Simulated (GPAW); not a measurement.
# SnTe (Fm-3m) in GPAW: further runs

One crystal, SnTe, is run at these levels: PBEsol, PBE, RPBE, GLLB-SC; tasks: dielectric tensor, G0W0 quasiparticle levels.

Everything below comes from runs of GPAW 26.7.0. Logs are shortened: lines on timing, memory, paths and dates and some standing lists are left out, and cuts for length are marked. The log counts tension as positive stress, the text compression.

**Measured values to compare with.**

From a printed reference work, textbook, for a bulk crystal of SnTe at 300 K: band gap 0.18 eV (direct).

The runs below are set against these values where they give the same quantity.

**1. The crystal as given**

Symmetry: Fm-3m, No. 225, cubic system. Conventional cell: a = 6.302 Å, b = 6.302 Å, c = 6.302 Å, α = 90.00°, β = 90.00°, γ = 90.00°. Te (site symmetry m-3m) has 6 Sn at 3.15 Å as nearest neighbours. Sn (site symmetry m-3m) is surrounded by 6 Te at 3.15 Å.

**2. Dielectric tensor, PBEsol**

File run.py:

```python
import numpy as np
from ase.dft.bandgap import bandgap
from ase.io import read, write
from gpaw import GPAW, PW, setup_paths
from gpaw.response.df import DielectricFunction

setup_paths.insert(0, '.')

atoms = read('POSCAR')

calc = GPAW(mode=PW(400),
            xc='PBEsol',
            kpts={'size': (6, 6, 6), 'gamma': True},
            occupations={'name': 'fermi-dirac', 'width': 0.001},
            nbands=19,
            convergence={'density': 1e-06},
            maxiter=150,
            txt='gpaw.txt')
atoms.calc = calc
energy = atoms.get_potential_energy()
calc.write('gs.gpw')
write('result.traj', atoms)
print(f'Energy: {energy:.6f} eV')
print('Fermi level:', round(calc.get_fermi_level(), 4), 'eV')
print(f'Gap: {bandgap(calc)[0]:.4f} eV, direct: {bandgap(calc, direct=True)[0]:.4f} eV')

for size in [(18, 18, 18)]:
    name = 'x'.join(str(n) for n in size)
    dense = calc.fixed_density(kpts={'size': size, 'gamma': True},
                               nbands=36, convergence={'bands': 30, 'eigenstates': 1e-7},
                               update_fermi_level=True, txt=f'dense-{name}.txt')
    dense.write(f'{name}.gpw', mode='all')
    df = DielectricFunction(f'{name}.gpw', frequencies=np.array([0.0]), hilbert=False, eta=0.001,
                            ecut=80, nbands=30, intraband=False, txt=f'df-{name}.txt')
    for xc in ['RPA']:
        for direction in ['x', 'y', 'z', [0, 1, 1], [1, 0, 1], [1, 1, 0]]:
            e0, e = df.get_macroscopic_dielectric_constant(xc=xc, direction=direction)
            print(f'{name} {xc} {direction}: {e0:.4f} without, {e:.4f} with local fields')
```

File POSCAR:

```
SnTe
1.0
    0.0000000000      3.1508500000      3.1508500000
    3.1508500000      0.0000000000      3.1508500000
    3.1508500000      3.1508500000      0.0000000000
Te Sn
1 1
Direct
    0.5000000000      0.5000000000      0.5000000000
    0.0000000000      0.0000000000      0.0000000000
```

Potentials or basis: PAW data sets generated in the run's folder for this functional, pw.

On the command line:

```sh
$ gpaw-setup -f PBEsol Sn Te
$ OMP_NUM_THREADS=1 python run.py
```

gpaw.txt:

```text
__  _  _
 | _ |_)|_||  |
 |__||  | ||/\| - 26.7.0

Input parameters:
  mode=PW(ecut=400.0),
  convergence={'density': 1e-06},
  kpts=MonkhorstPack(size=(6, 6, 6), gamma=True),
  maxiter=150,
  nbands=19,
  occupations=Occupations(name='fermi-dirac', width=0.001),
  xc=XC(name='PBEsol')

Diagonalizing LCAO Hamiltonian
Converting LCAO to pw mode

                 Te

       Sn

Atoms  # Å, Bohr magnetons
|   | symbol |        x |        y |        z |    initial magnetic moments |
|---|--------|----------|----------|----------|-----------------------------|
| 0 |     Te | 3.150850 | 3.150850 | 3.150850 | ( 0.0000,  0.0000,  0.0000) |
| 1 |     Sn | 0.000000 | 0.000000 | 0.000000 | ( 0.0000,  0.0000,  0.0000) |

Unit cell  # Å
| periodic |        x |        y |        z |  lengths |    angles |
|----------|----------|----------|----------|----------|-----------|
|      yes | 0.000000 | 3.150850 | 3.150850 | 4.455975 | 60.000000 |
|      yes | 3.150850 | 0.000000 | 3.150850 | 4.455975 | 60.000000 |
|      yes | 3.150850 | 3.150850 | 0.000000 | 4.455975 | 60.000000 |

Number of symmetries: 48
Symmetry operations  # r_c * U_cc + t_c -> r_c
|    | kind |            matrix            |
|----|------|------------------------------|
|  0 |  σ   |  1, 0, 0,  1, 0,-1,  1,-1, 0 |
|  1 |  C2  |  1, 0, 0,  1,-1, 0,  1, 0,-1 |
|  2 |  E   |  1, 0, 0,  0, 1, 0,  0, 0, 1 |
|  3 |  σ   |  1, 0, 0,  0, 0, 1,  0, 1, 0 |
|  4 |  C4  |  1, 0,-1,  1, 0, 0,  1,-1, 0 |
|  5 |  S6  |  1, 0,-1,  1,-1, 0,  1, 0, 0 |
|  6 |  σ   |  1, 0,-1,  0, 1,-1,  0, 0,-1 |
|  7 |  C3  |  1, 0,-1,  0, 0,-1,  0, 1,-1 |
|  8 |  S6  |  1,-1, 0,  1, 0, 0,  1, 0,-1 |
|  9 |  C4  |  1,-1, 0,  1, 0,-1,  1, 0, 0 |
| 10 |  C3  |  1,-1, 0,  0,-1, 1,  0,-1, 0 |
| 11 |  σ   |  1,-1, 0,  0,-1, 0,  0,-1, 1 |
| 12 |  σ   |  0, 1, 0,  1, 0, 0,  0, 0, 1 |
| 13 |  C4  |  0, 1, 0,  0, 1,-1, -1, 1, 0 |
| 14 |  C3  |  0, 1, 0,  0, 0, 1,  1, 0, 0 |
| 15 |  S6  |  0, 1, 0, -1, 1, 0,  0, 1,-1 |
| 16 |  C2  |  0, 1,-1,  1, 0,-1,  0, 0,-1 |
| 17 |  σ   |  0, 1,-1,  0, 1, 0, -1, 1, 0 |
| 18 |  S4  |  0, 1,-1,  0, 0,-1,  1, 0,-1 |
| 19 |  C4  |  0, 1,-1, -1, 1, 0,  0, 1, 0 |
| 20 |  C3  |  0, 0, 1,  1, 0, 0,  0, 1, 0 |
| 21 |  σ   |  0, 0, 1,  0, 1, 0,  1, 0, 0 |
| 22 |  S6  |  0, 0, 1,  0,-1, 1, -1, 0, 1 |
| 23 |  C4  |  0, 0, 1, -1, 0, 1,  0,-1, 1 |
| 24 |  S4  |  0, 0,-1,  1, 0,-1,  0, 1,-1 |
| 25 |  C3  |  0, 0,-1,  0, 1,-1,  1, 0,-1 |
| 26 |  C2  |  0, 0,-1,  0,-1, 0, -1, 0, 0 |
| 27 |  S6  |  0, 0,-1, -1, 0, 0,  0,-1, 0 |
| 28 |  S4  |  0,-1, 1,  1,-1, 0,  0,-1, 0 |
| 29 |  C4  |  0,-1, 1,  0, 0, 1, -1, 0, 1 |
| 30 |  C2  |  0,-1, 1,  0,-1, 0,  1,-1, 0 |
| 31 |  σ   |  0,-1, 1, -1, 0, 1,  0, 0, 1 |
| 32 |  C3  |  0,-1, 0,  1,-1, 0,  0,-1, 1 |
| 33 |  S6  |  0,-1, 0,  0, 0,-1, -1, 0, 0 |
| 34 |  S4  |  0,-1, 0,  0,-1, 1,  1,-1, 0 |
| 35 |  C2  |  0,-1, 0, -1, 0, 0,  0, 0,-1 |
| 36 |  C2  | -1, 1, 0,  0, 1, 0,  0, 1,-1 |
| 37 |  S6  | -1, 1, 0,  0, 1,-1,  0, 1, 0 |
| 38 |  S4  | -1, 1, 0, -1, 0, 1, -1, 0, 0 |
| 39 |  C3  | -1, 1, 0, -1, 0, 0, -1, 0, 1 |
| 40 |  S6  | -1, 0, 1,  0, 0, 1,  0,-1, 1 |
| 41 |  C2  | -1, 0, 1,  0,-1, 1,  0, 0, 1 |
| 42 |  C3  | -1, 0, 1, -1, 1, 0, -1, 0, 0 |
| 43 |  S4  | -1, 0, 1, -1, 0, 0, -1, 1, 0 |
| 44 |  C2  | -1, 0, 0,  0, 0,-1,  0,-1, 0 |
| 45 |  i   | -1, 0, 0,  0,-1, 0,  0, 0,-1 |
| 46 |  σ   | -1, 0, 0, -1, 1, 0, -1, 0, 1 |
| 47 |  C2  | -1, 0, 0, -1, 0, 1, -1, 1, 0 |

BZ-sampling:
  Number of BZ points: 216
  Number of IBZ points: 16

  Monkhorst-Pack size: [6, 6, 6]
  Monkhorst-Pack shift: [0.08333333333333333, 0.08333333333333333, 0.08333333333333333]

K-points  # in reciprocal-cell coordinates
|     |                                coordinates |     weight |
|-----|--------------------------------------------|------------|
|   0 | (  0.00000000,   0.00000000,   0.00000000) | 0.00462963 |
|   1 | (  0.16666667,   0.16666667,   0.00000000) | 0.02777778 |
|   2 | (  0.16666667,   0.16666667,   0.16666667) | 0.03703704 |
|   3 | (  0.33333333,   0.16666667,   0.16666667) | 0.05555556 |
|   4 | (  0.33333333,   0.33333333,  -0.33333333) | 0.05555556 |
|   5 | (  0.33333333,   0.33333333,   0.00000000) | 0.02777778 |
|   6 | (  0.33333333,   0.33333333,   0.16666667) | 0.11111111 |
|   7 | (  0.33333333,   0.33333333,   0.33333333) | 0.03703704 |
|   8 | (  0.50000000,   0.33333333,  -0.33333333) | 0.11111111 |
|   9 | (  0.50000000,   0.33333333,  -0.16666667) | 0.05555556 |
| ... |                                            |            |
|  15 | (  0.50000000,   0.50000000,   0.50000000) | 0.01851852 |

Plane wave coefficients: 1158
Cutoff: 400.0 eV

Spin-components: 1 (collinear spins)
Bands:           19
Projectors:      11
Spin-degeneracy: 2
Datatype:        complex128

Parallelization:
  kpt:    1
  domain: 1
  band:   1

Density:
  Valence electrons: 20.0
  Components: 1
  Grid points: [21 21 21]
  Charge: 0.0  # |e|

Potential:
  Grid points: [21 21 21]

species:
  Te:
    name:    Tellurium
    Z:       52.0
    valence: 6
    core:    46
    charge:  0.0  # [|e|]
    compensation charges:
      type: gauss
      rc: 0.36  # [Å]
      lmax: 2
    cutoffs:
      filter: 2.09  # [Å]
      core: 3.17  # [Å]
    projectors
    | kind |    occ | energy [eV] | rcut [Å] |
    |------|--------|-------------|----------|
    |   5s |  2.000 |     -15.132 |    1.180 |
    |   5p |  4.000 |      -5.970 |    1.196 |
    |    s |        |      12.080 |    1.180 |
    |    p |        |      21.241 |    1.196 |
    |    d |        |       0.000 |    1.238 |

    Using partial waves for Te as LCAO basis

  Sn:
    name:    Tin
    Z:       50.0
    valence: 14
    core:    36
    charge:  0.0  # [|e|]
    compensation charges:
      type: gauss
      rc: 0.38  # [Å]
      lmax: 2
    cutoffs:
      filter: 2.23  # [Å]
      core: 2.35  # [Å]
    projectors
    | kind |    occ | energy [eV] | rcut [Å] |
    |------|--------|-------------|----------|
    |   5s |  2.000 |     -10.584 |    1.201 |
    |   5p |  2.000 |      -3.711 |    1.270 |
    |   4d | 10.000 |     -25.798 |    1.185 |
    |    s |        |      16.628 |    1.201 |
    |    p |        |      23.501 |    1.270 |
    |    d |        |       1.413 |    1.185 |

    Using partial waves for Sn as LCAO basis

Reference energy: -352647.811924  # eV

eigensolver:
  PPCG
  Converge bands: occupied
  niter=2

density mixing:
  MSR1-Mixer
  Pratt-step length: 0.05
  Maximum mixing coefficient: 0.75
  Old densities: 10
  SVD Regularization: 0.005
  Good broyden scale: 1.0
  Trust region scale: 1.0
  Backstep threshold: 4.0
  History deletion threshold: 6.0
  Fourier metric: weight=20.0, sigma=0.015

occupation numbers:
  Fermi-Dirac:
    width: 0.0010  # eV

poisson solver:
  ecut: 3200.0  # eV

xc functional:
  name: PBEsol with 2 nearest neighbor stencil

convergence criteria:
- Maximum integral of absolute [dens]ity change: 1e-06 electrons / valence electron
- Maximum [total energy] change in last 3 cyles: 0.0005 eV / valence electron
- Maximum integral of absolute [eigenst]ate change: 4e-08 eV^2 / valence electron
maximum number of iterations: 150

SCF iterations
|iter     | |      energy | eigst |  dens |
|---------|-|-------------|-------|-------|
|iter:   1| |   -8.514163 | -0.23 |       |
|iter:   2| |   -8.507963 | -2.42 | -1.51 |
|iter:   3| |   -8.472818 | -2.85 | -1.55 |
|iter:   4| |   -8.472538 | -4.30 | -2.15 |
|iter:   5| |   -8.472578c| -5.13 | -2.69 |
|iter:   6| |   -8.472581c| -6.53 | -3.37 |
|iter:   7| |   -8.472581c| -7.83c| -4.23 |
|iter:   8| |   -8.472581c| -7.86c| -4.74 |
|iter:   9| |   -8.472581c| -8.24c| -5.94 |
|iter:  10| |   -8.472581c| -8.97c| -6.35c|

Converged in 10 steps
Energy contributions relative to reference atoms: (reference = -352647.811924)

Energy contributions:
  Kinetic:          13.157876
  Coulomb:         -13.526237
  Zero:              0.210723
  External:          0.000000
  Xc:               -8.314943
  Entropy:          -0.000000
  Spinorbit:         0.000000
  ----------------------------
  Free energy:      -8.472581
  Extrapolated:     -8.472581

dipole moment: (-21.413950, -21.413950, -21.413950)  # |e|*Ang

Fermi level: 6.361
Eigenvalues  # (at kpt = [0.000, 0.000, 0.000])
| band index |      eig [eV] | occ [0-2] |
|------------|---------------|-----------|
|          0 |       -15.479 |     2.000 |
|        ... |               |           |
|          2 |       -15.470 |     2.000 |
|          3 |       -15.470 |     2.000 |
|          4 |       -15.470 |     2.000 |
|          5 |        -6.504 |     2.000 |
|          6 |         1.602 |     2.000 |
|          7 |         4.165 |     2.000 |
[... 9 lines left out ...]
|         17 |        13.230 |     0.000 |
|         18 |        13.230 |     0.000 |

Gap: 0.149 eV
Transition (v -> c):
  (s=0, k=15, n=9, [0.50, 0.50, 0.50]) -> (s=0, k=15, n=10, [0.50, 0.50, 0.50])
No difference between direct/indirect transitions
# Writing to gs.gpw (mode='')
```

It took 3.4 min on 1 thread of Arm Neoverse V2, shared host; peak memory 0.46 GiB.

Results:

| Quantity | Value |
| --- | --- |
| Free energy | -8.4726 eV |
| Band gap on the k mesh | 0.15 eV, direct |
| Electronic dielectric tensor (diagonal) | 68.21 |

Electronic dielectric tensor:
```
68.21  0.00  0.00
 0.00 68.21  0.00
 0.00  0.00 68.21
```

Caveat: the gap is small at this level, which inflates the dielectric constant; the long-wavelength limit can be off by a per cent or two; spin-orbit coupling is left out, which moves the levels of the heavy elements.

**3. Dielectric tensor, PBE**

run.py, as its differences from that of step 2:

```diff
@@ -3,6 +3,4 @@
 from ase.io import read, write
-from gpaw import GPAW, PW, setup_paths
+from gpaw import GPAW, PW
 from gpaw.response.df import DielectricFunction
-
-setup_paths.insert(0, '.')
 
@@ -11,3 +9,3 @@
 calc = GPAW(mode=PW(400),
-            xc='PBEsol',
+            xc='PBE',
             kpts={'size': (6, 6, 6), 'gamma': True},
```

POSCAR is that of step 2.

Potentials or basis: GPAW PAW data sets (gpaw-data 1.2.1), pw.

On the command line:

```sh
$ OMP_NUM_THREADS=1 python run.py
```

gpaw.txt:

```text
__  _  _
 | _ |_)|_||  |
 |__||  | ||/\| - 26.7.0

Input parameters:
  mode=PW(ecut=400.0),
  convergence={'density': 1e-06},
  kpts=MonkhorstPack(size=(6, 6, 6), gamma=True),
  maxiter=150,
  nbands=19,
  occupations=Occupations(name='fermi-dirac', width=0.001),
  xc=XC(name='PBE')

Diagonalizing LCAO Hamiltonian
Converting LCAO to pw mode

                 Te

       Sn

Atoms  # Å, Bohr magnetons
|   | symbol |        x |        y |        z |    initial magnetic moments |
|---|--------|----------|----------|----------|-----------------------------|
| 0 |     Te | 3.150850 | 3.150850 | 3.150850 | ( 0.0000,  0.0000,  0.0000) |
| 1 |     Sn | 0.000000 | 0.000000 | 0.000000 | ( 0.0000,  0.0000,  0.0000) |

Unit cell  # Å
[... 187 lines left out ...]
- Maximum integral of absolute [eigenst]ate change: 4e-08 eV^2 / valence electron
maximum number of iterations: 150

SCF iterations
|iter     | |      energy | eigst |  dens |
|---------|-|-------------|-------|-------|
|iter:   1| |   -7.719184 | -0.23 |       |
|iter:   2| |   -7.712556 | -2.40 | -1.48 |
|iter:   3| |   -7.680966 | -2.76 | -1.52 |
|iter:   4| |   -7.682108 | -4.26 | -2.12 |
|iter:   5| |   -7.682302c| -4.94 | -2.62 |
|iter:   6| |   -7.682308c| -6.33 | -3.34 |
|iter:   7| |   -7.682309c| -7.63c| -4.17 |
|iter:   8| |   -7.682309c| -7.64c| -4.68 |
|iter:   9| |   -7.682309c| -8.24c| -5.78 |
|iter:  10| |   -7.682309c| -8.79c| -6.40c|

Converged in 10 steps
Energy contributions relative to reference atoms: (reference = -352801.376741)

Energy contributions:
  Kinetic:          16.357626
  Coulomb:         -16.340497
  Zero:              0.240096
  External:          0.000000
  Xc:               -7.939534
  Entropy:          -0.000000
  Spinorbit:         0.000000
  ----------------------------
  Free energy:      -7.682309
  Extrapolated:     -7.682309

dipole moment: (-21.370590, -21.370590, -21.370590)  # |e|*Ang

Fermi level: 6.504
Eigenvalues  # (at kpt = [0.000, 0.000, 0.000])
| band index |      eig [eV] | occ [0-2] |
|------------|---------------|-----------|
|          0 |       -15.421 |     2.000 |
|        ... |               |           |
|          2 |       -15.413 |     2.000 |
|          3 |       -15.413 |     2.000 |
|          4 |       -15.413 |     2.000 |
|          5 |        -6.331 |     2.000 |
|          6 |         1.796 |     2.000 |
|          7 |         4.307 |     2.000 |
[... 9 lines left out ...]
|         17 |        13.378 |     0.000 |
|         18 |        13.378 |     0.000 |

Gap: 0.104 eV
Transition (v -> c):
  (s=0, k=15, n=9, [0.50, 0.50, 0.50]) -> (s=0, k=15, n=10, [0.50, 0.50, 0.50])
No difference between direct/indirect transitions
# Writing to gs.gpw (mode='')
```

stdout:

```text
Energy: -7.682309 eV
Fermi level: 6.5041 eV
Gap: 0.1037 eV, direct: 0.1037 eV
18x18x18 RPA x: 80.2597 without, 76.4488 with local fields
18x18x18 RPA y: 80.2597 without, 76.4488 with local fields
18x18x18 RPA z: 80.2597 without, 76.4488 with local fields
18x18x18 RPA [0, 1, 1]: 80.2597 without, 76.4488 with local fields
18x18x18 RPA [1, 0, 1]: 80.2597 without, 76.4488 with local fields
18x18x18 RPA [1, 1, 0]: 80.2597 without, 76.4488 with local fields
```

df-18x18x18.txt:

```text
FrequencyGridDescriptor(from 0.000 to 0.000 eV, 1 points)
FrequencyGridDescriptor(from 0.000 to 0.000 eV, 1 points)

Calculating chi0 body with:
    Ground state adapter containing:
    Number of spins: 1
    Number of kpoints: 5832
    Number of irreducible kpoints: 195
    Number of completely occupied states: 10
    Number of partially occupied states: 10

    Linear response parametrization:
    q_c: [0.0, 0.0, 0.0]
    Number of frequency points: 1
    Planewave cutoff: 80.0
    Number of bands: 30
    Number of planewaves: 113
    Broadening (eta): 0.001

Integrating chi0 body.

Symmetries of q_c:
    Direct symmetries (Uq -> q): 48
    Indirect symmetries (TUq -> q): 0
In total 48 allowed symmetries.

Integral kind: response function

Calculating chi0 optical extensions with:
    Ground state adapter containing:
    Number of spins: 1
    Number of kpoints: 5832
    Number of irreducible kpoints: 195
    Number of completely occupied states: 10
    Number of partially occupied states: 10

    Linear response parametrization:
    Number of frequency points: 1
    Planewave cutoff: 80.0
    Number of bands: 30
    Number of planewaves: 113
    Broadening (eta): 0.001
Integrating chi0 head and wings.

Symmetries of q_c:
    Direct symmetries (Uq -> q): 48
    Indirect symmetries (TUq -> q): 0
In total 48 allowed symmetries.

Integral kind: response function wings

Finished calculating chi0
```

Run time: 3.4 min. Hardware: 1 thread of Arm Neoverse V2, shared host; peak memory 0.46 GiB.

Results:

```yaml
Free_energy: -7.6823 eV
Band_gap_on_the_k_mesh: 0.10 eV, direct
Electronic_dielectric_tensor_diagonal: 76.45
```

Electronic dielectric tensor:
```
76.45  0.00  0.00
 0.00 76.45  0.00
 0.00  0.00 76.45
```

Caveat: the gap is small at this level, which inflates the dielectric constant; the long-wavelength limit can be off by a per cent or two; spin-orbit coupling is left out, which moves the levels of the heavy elements.

(Part 1 of 3 ends here.)
